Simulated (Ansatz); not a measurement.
# Be started on an S site in zincblende BeS, 16 atoms, charge 0

Which settings matter for this cell? A base run comes first, then runs with one to three settings changed.

Method: density functional theory in Ansatz 0.2.0, PAW datasets, plane waves.

## (1) The system as built

16 atoms (9 Be, 7 S); a = 6.842 Å, b = 6.842 Å, c = 6.842 Å, α = 60.00°, β = 60.00°, γ = 60.00°. All atoms were shaken off their sites by about 0.07 Å along each axis. Defect site 1: (0.625, 0.625, 0.625).

Structure file:

```xyz
16
Lattice="0.0000 4.8380 4.8380 4.8380 0.0000 4.8380 4.8380 4.8380 0.0000" Properties=species:S:1:pos:R:3 pbc="T T T"
Be    0.1049    4.9173    4.8616
Be    4.8032    4.7914    4.7065
Be    6.1091    6.0950    6.0332
Be    7.2171    2.4800    4.8911
Be    2.4407    2.4769    4.8513
Be    2.5423    4.9823    7.1583
Be    7.2813    4.8552    7.2219
Be    4.7485    2.4812    7.1361
Be    4.8620    7.2881    7.1358
S     1.2406    1.1929    1.1828
S     3.5793    3.6391    1.1742
S     3.6345    3.6370    6.0944
S     3.4648    1.2551    3.6211
S     3.5567    6.0076    3.5914
S     1.2432    3.5873    3.5758
S     6.0440    3.5860    3.6155
```

## (2) Single point with PBEsol

File in.yaml:

```yaml
crystal:
  lattice:
    - [0.000000, 4.837996, 4.837996]
    - [4.837996, 0.000000, 4.837996]
    - [4.837996, 4.837996, 0.000000]
  atoms:
    - { symbol: Be, position: [0.999799, 0.005081, 0.016592] }
    - { symbol: Be, position: [0.485192, 0.487627, 0.505180] }
    - { symbol: Be, position: [0.622069, 0.624979, 0.637754] }
    - { symbol: Be, position: [0.015919, 0.995065, 0.496686] }
    - { symbol: Be, position: [0.505115, 0.497634, 0.006846] }
    - { symbol: Be, position: [0.991966, 0.487625, 0.037871] }
    - { symbol: Be, position: [0.495640, 0.997109, 0.507911] }
    - { symbol: Be, position: [0.503179, 0.971829, 0.009681] }
    - { symbol: Be, position: [0.988209, 0.486745, 0.518222] }
    - { symbol: S, position: [0.117313, 0.127170, 0.129255] }
    - { symbol: S, position: [0.127538, 0.115170, 0.624653] }
    - { symbol: S, position: [0.630114, 0.629588, 0.121645] }
    - { symbol: S, position: [0.145861, 0.602601, 0.113565] }
    - { symbol: S, position: [0.624452, 0.117872, 0.617296] }
    - { symbol: S, position: [0.611816, 0.127293, 0.129673] }
    - { symbol: S, position: [0.119626, 0.627679, 0.621600] }
kpoints:
  mp_grid: { grid: [2, 2, 2], shift: [0.5, 0.5, 0.5] }
hamiltonian:
  xc: pbesol
scf:
  occupations: { method: fermi_dirac, width: 0.01 }
output:
  forces: true
  eigenvalues: true
  stress: true
  populations: true
```

Launch:

```
> ansatz run in.yaml --threads 7 --pin off --max-ram 13300MiB --runs-dir r --events-out ev --progress --plain
```

## (3) Changed settings: charge changed by 6

Changes to in.yaml since step 2:

```diff
@@ -26,4 +26,6 @@
   xc: pbesol
+total_charge: 6
 scf:
   occupations: { method: fermi_dirac, width: 0.01 }
+  max_iter: 70
 output:
@@ -32,2 +34 @@
   stress: true
-  populations: true
```

## (4) Run again with starting moment 8 μB, cutoff 400 eV

Changes to in.yaml since step 3:

```diff
@@ -24,8 +24,11 @@
   mp_grid: { grid: [2, 2, 2], shift: [0.5, 0.5, 0.5] }
+basis: { ecutwfc: 400 }
 hamiltonian:
   xc: pbesol
-total_charge: 6
+magnetization:
+  spin_polarized: true
+  initial_magnetization: 8
 scf:
   occupations: { method: fermi_dirac, width: 0.01 }
-  max_iter: 70
+  max_iter: 60
 output:
```

## (5) Changed settings: accuracy low, functional Hartree–Fock, starting moment 8 μB

Changes to in.yaml since step 4:

```diff
@@ -1 +1,2 @@
+accuracy: low
 crystal:
@@ -24,5 +25,4 @@
   mp_grid: { grid: [2, 2, 2], shift: [0.5, 0.5, 0.5] }
-basis: { ecutwfc: 400 }
 hamiltonian:
-  xc: pbesol
+  xc: hf
 magnetization:
@@ -32,3 +32,3 @@
   occupations: { method: fermi_dirac, width: 0.01 }
-  max_iter: 60
+  max_iter: 50
 output:
```

## (6) Changed settings: smearing width 0.001 eV, density cutoff ratio 6, dispersion D3(BJ) with three-body term

Changes to in.yaml since step 5:

```diff
@@ -1,2 +1 @@
-accuracy: low
 crystal:
@@ -25,10 +24,9 @@
   mp_grid: { grid: [2, 2, 2], shift: [0.5, 0.5, 0.5] }
+basis: { ecutrho_ratio: 6 }
 hamiltonian:
-  xc: hf
-magnetization:
-  spin_polarized: true
-  initial_magnetization: 8
+  xc: pbesol
+  dispersion: d3bjatm
 scf:
-  occupations: { method: fermi_dirac, width: 0.01 }
-  max_iter: 50
+  occupations: { method: fermi_dirac, width: 0.001 }
+  max_iter: 70
 output:
```

## (7) Run again with occupations fixed, density threshold 0.01 eV

Changes to in.yaml since step 6:

```diff
@@ -24,9 +24,8 @@
   mp_grid: { grid: [2, 2, 2], shift: [0.5, 0.5, 0.5] }
-basis: { ecutrho_ratio: 6 }
 hamiltonian:
   xc: pbesol
-  dispersion: d3bjatm
 scf:
-  occupations: { method: fermi_dirac, width: 0.001 }
-  max_iter: 70
+  occupations: { method: fixed }
+  max_iter: 80
+  convergence: { dr2_threshold: 1e-02 }
 output:
```

Q: Predict the outcome of this session. Wanted: for each run, settings; status; energy from base; forces from base.

As calculated:

| settings | status | cycles | time | energy from base (meV/atom) | forces from base (eV/Å rms) | filled to empty level on the mesh (eV) |
| --- | --- | --- | --- | --- | --- | --- |
| base | converged | 7 | 1 s (7 CPU threads) | 0 | 0 | none |
| charge changed by 6 | converged | 12 | 1 s (7 CPU threads) | - | 0.613 | - |
| starting moment 8 μB, cutoff 400 eV | converged | 18 | 2.5 s (7 CPU threads) | -3.9 | 0.010 | - |
| accuracy low, functional Hartree–Fock, starting moment 8 μB | converged, settings too loose | 26 | 2.7 min (7 CPU threads) | - | 0.318 | 7.28 |
| smearing width 0.001 eV, density cutoff ratio 6, dispersion D3(BJ) with three-body term | converged | 7 | 1.1 s (7 CPU threads) | - | 0.005 | - |
| occupations fixed, density threshold 0.01 eV | converged, settings too loose | 6 | 1.1 s (7 CPU threads) | +3.3 | 0.017 | - |

The base run shows no spacing between filled and empty levels on this coarse mesh with displaced atoms and smearing, so occupations can shift between runs, and part of each change may come from that and not from the setting itself.

**Reading.** Among these variants the forces move most with charge changed by 6 (0.613 eV/Å rms) and least with smearing width 0.001 eV, density cutoff ratio 6, dispersion D3(BJ) with three-body term (0.005).
